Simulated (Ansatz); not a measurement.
**96-atom supercell of wurtzite CdS**

Aim: the perfect cell at several levels of theory (PBEsol, HSE06 and r²SCAN), as the reference that defects and stacks are counted from.

Program: Ansatz 0.2.0, PAW, plane waves. These are calculated values, not measurements.

### Step 1. The starting cell

96 atoms (48 Cd, 48 S); a = 12.371 Å, b = 14.284 Å, c = 13.421 Å, α = 90.00°, β = 90.00°, γ = 90.00°.

Plan of the steps: (2) PBEsol single point at the single k point (¼, ¼, ¼), on 1 × NVIDIA GB300 Max-Q with 8 threads of Arm Neoverse-V2; (3) HSE06 single point at the single k point (¼, ¼, ¼), on 1 × NVIDIA GB300 Max-Q with 8 threads of Arm Neoverse-V2; (4) r²SCAN single point at the single k point (¼, ¼, ¼), on 1 × NVIDIA GB300 Max-Q with 8 threads of Arm Neoverse-V2.

### Step 2. Single point with PBEsol

in.yaml

```yaml
crystal:
  lattice:
    - [12.370504, 0.000000, 0.000000]
    - [0.000000, 14.284228, 0.000000]
    - [0.000000, 0.000000, 13.421256]
  atoms:
    - { symbol: Cd, position: [0.166667, 0.083333, 0.249897] }
    - { symbol: Cd, position: [0.166667, 0.083333, 0.749897] }
    - { symbol: Cd, position: [0.000000, 0.333333, 0.249897] }
    - { symbol: Cd, position: [0.000000, 0.333333, 0.749897] }
    - { symbol: Cd, position: [0.500000, 0.083333, 0.249897] }
    - { symbol: Cd, position: [0.500000, 0.083333, 0.749897] }
    - { symbol: Cd, position: [0.333333, 0.333333, 0.249897] }
    - { symbol: Cd, position: [0.333333, 0.333333, 0.749897] }
    - { symbol: Cd, position: [0.166667, 0.583333, 0.249897] }
    - { symbol: Cd, position: [0.166667, 0.583333, 0.749897] }
    - { symbol: Cd, position: [0.000000, 0.833333, 0.249897] }
    - { symbol: Cd, position: [0.000000, 0.833333, 0.749897] }
    - { symbol: Cd, position: [0.833333, 0.083333, 0.249897] }
    - { symbol: Cd, position: [0.833333, 0.083333, 0.749897] }
    - { symbol: Cd, position: [0.666667, 0.333333, 0.249897] }
    - { symbol: Cd, position: [0.666667, 0.333333, 0.749897] }
    - { symbol: Cd, position: [0.500000, 0.583333, 0.249897] }
    - { symbol: Cd, position: [0.500000, 0.583333, 0.749897] }
    - { symbol: Cd, position: [0.333333, 0.833333, 0.249897] }
    - { symbol: Cd, position: [0.333333, 0.833333, 0.749897] }
    - { symbol: Cd, position: [0.833333, 0.583333, 0.249897] }
    - { symbol: Cd, position: [0.833333, 0.583333, 0.749897] }
    - { symbol: Cd, position: [0.666667, 0.833333, 0.249897] }
    - { symbol: Cd, position: [0.666667, 0.833333, 0.749897] }
    - { symbol: Cd, position: [0.000000, 0.166667, 0.499897] }
    - { symbol: Cd, position: [0.000000, 0.166667, 0.999897] }
    - { symbol: Cd, position: [0.333333, 0.166667, 0.499897] }
    - { symbol: Cd, position: [0.333333, 0.166667, 0.999897] }
    - { symbol: Cd, position: [0.166667, 0.416667, 0.499897] }
    - { symbol: Cd, position: [0.166667, 0.416667, 0.999897] }
    - { symbol: Cd, position: [0.000000, 0.666667, 0.499897] }
    - { symbol: Cd, position: [0.000000, 0.666667, 0.999897] }
    - { symbol: Cd, position: [0.666667, 0.166667, 0.499897] }
    - { symbol: Cd, position: [0.666667, 0.166667, 0.999897] }
    - { symbol: Cd, position: [0.500000, 0.416667, 0.499897] }
    - { symbol: Cd, position: [0.500000, 0.416667, 0.999897] }
    - { symbol: Cd, position: [0.333333, 0.666667, 0.499897] }
    - { symbol: Cd, position: [0.333333, 0.666667, 0.999897] }
    - { symbol: Cd, position: [0.166667, 0.916667, 0.499897] }
    - { symbol: Cd, position: [0.166667, 0.916667, 0.999897] }
    - { symbol: Cd, position: [0.833333, 0.416667, 0.499897] }
    - { symbol: Cd, position: [0.833333, 0.416667, 0.999897] }
    - { symbol: Cd, position: [0.666667, 0.666667, 0.499897] }
    - { symbol: Cd, position: [0.666667, 0.666667, 0.999897] }
    - { symbol: Cd, position: [0.500000, 0.916667, 0.499897] }
    - { symbol: Cd, position: [0.500000, 0.916667, 0.999897] }
    - { symbol: Cd, position: [0.833333, 0.916667, 0.499897] }
    - { symbol: Cd, position: [0.833333, 0.916667, 0.999897] }
    - { symbol: S, position: [0.000000, 0.166667, 0.188103] }
    - { symbol: S, position: [0.000000, 0.166667, 0.688103] }
    - { symbol: S, position: [0.333333, 0.166667, 0.188103] }
    - { symbol: S, position: [0.333333, 0.166667, 0.688103] }
    - { symbol: S, position: [0.166667, 0.416667, 0.188103] }
    - { symbol: S, position: [0.166667, 0.416667, 0.688103] }
    - { symbol: S, position: [0.000000, 0.666667, 0.188103] }
    - { symbol: S, position: [0.000000, 0.666667, 0.688103] }
    - { symbol: S, position: [0.666667, 0.166667, 0.188103] }
    - { symbol: S, position: [0.666667, 0.166667, 0.688103] }
    - { symbol: S, position: [0.500000, 0.416667, 0.188103] }
    - { symbol: S, position: [0.500000, 0.416667, 0.688103] }
    - { symbol: S, position: [0.333333, 0.666667, 0.188103] }
    - { symbol: S, position: [0.333333, 0.666667, 0.688103] }
    - { symbol: S, position: [0.166667, 0.916667, 0.188103] }
    - { symbol: S, position: [0.166667, 0.916667, 0.688103] }
    - { symbol: S, position: [0.833333, 0.416667, 0.188103] }
    - { symbol: S, position: [0.833333, 0.416667, 0.688103] }
    - { symbol: S, position: [0.666667, 0.666667, 0.188103] }
    - { symbol: S, position: [0.666667, 0.666667, 0.688103] }
    - { symbol: S, position: [0.500000, 0.916667, 0.188103] }
    - { symbol: S, position: [0.500000, 0.916667, 0.688103] }
    - { symbol: S, position: [0.833333, 0.916667, 0.188103] }
    - { symbol: S, position: [0.833333, 0.916667, 0.688103] }
    - { symbol: S, position: [0.166667, 0.083333, 0.438103] }
    - { symbol: S, position: [0.166667, 0.083333, 0.938103] }
    - { symbol: S, position: [0.000000, 0.333333, 0.438103] }
    - { symbol: S, position: [0.000000, 0.333333, 0.938103] }
    - { symbol: S, position: [0.500000, 0.083333, 0.438103] }
    - { symbol: S, position: [0.500000, 0.083333, 0.938103] }
    - { symbol: S, position: [0.333333, 0.333333, 0.438103] }
    - { symbol: S, position: [0.333333, 0.333333, 0.938103] }
    - { symbol: S, position: [0.166667, 0.583333, 0.438103] }
    - { symbol: S, position: [0.166667, 0.583333, 0.938103] }
    - { symbol: S, position: [0.000000, 0.833333, 0.438103] }
    - { symbol: S, position: [0.000000, 0.833333, 0.938103] }
    - { symbol: S, position: [0.833333, 0.083333, 0.438103] }
    - { symbol: S, position: [0.833333, 0.083333, 0.938103] }
    - { symbol: S, position: [0.666667, 0.333333, 0.438103] }
    - { symbol: S, position: [0.666667, 0.333333, 0.938103] }
    - { symbol: S, position: [0.500000, 0.583333, 0.438103] }
    - { symbol: S, position: [0.500000, 0.583333, 0.938103] }
    - { symbol: S, position: [0.333333, 0.833333, 0.438103] }
    - { symbol: S, position: [0.333333, 0.833333, 0.938103] }
    - { symbol: S, position: [0.833333, 0.583333, 0.438103] }
    - { symbol: S, position: [0.833333, 0.583333, 0.938103] }
    - { symbol: S, position: [0.666667, 0.833333, 0.438103] }
    - { symbol: S, position: [0.666667, 0.833333, 0.938103] }
  symmetry: { detect: false }
kpoints:
  mp_grid: { grid: [1, 1, 1], shift: [0.25, 0.25, 0.25] }
hamiltonian:
  xc: pbesol
scf:
  occupations: { method: fermi_dirac, width: 0.01 }
output:
  forces: true
  eigenvalues: true
  stress: true
  populations: true
  eigenstates: { kpoints: [[0.25, 0.25, 0.25]], e_range: [-6.0, 6.0], localisation: true }
```

Run with:

```
> ansatz run in.yaml --threads 8 --pin off --max-ram 118750MiB --runs-dir r --events-out ev --progress --plain --backend cuda --devices 0,
```

### Step 3. HSE06 on the same atoms

in.yaml, as its differences from that of step 2:

```diff
@@ -106,3 +106,3 @@
 hamiltonian:
-  xc: pbesol
+  xc: hse06
 scf:
@@ -112,3 +112,2 @@
   eigenvalues: true
-  stress: true
   populations: true
```

### Step 4. r²SCAN single point

in.yaml, as its differences from that of step 3:

```diff
@@ -106,3 +106,3 @@
 hamiltonian:
-  xc: hse06
+  xc: r2scan
 scf:
```

**Question.** What will these runs give? Wanted: for each run, top filled to lowest empty; energy; pressure.

**Answer**, as computed:

```
 level           time  top filled to lowest empty (eV)  energy (eV/atom)  pressure (GPa)
PBEsol    9.4 s (GPU)                             1.97        -4535.1136            0.00
 HSE06  2.5 min (GPU)                             3.08        -4581.0957               -
r²SCAN     13 s (GPU)                             2.50        -4587.8044               -
```

At the same k points, PBEsol gives a spacing 1.11 eV smaller and r²SCAN gives a spacing 0.58 eV smaller than the 3.08 eV of HSE06. The price of HSE06 is about 16 times the time of PBEsol here. With one k point the spacing samples only the states that fold onto it, so it can exceed the gap over the zone.
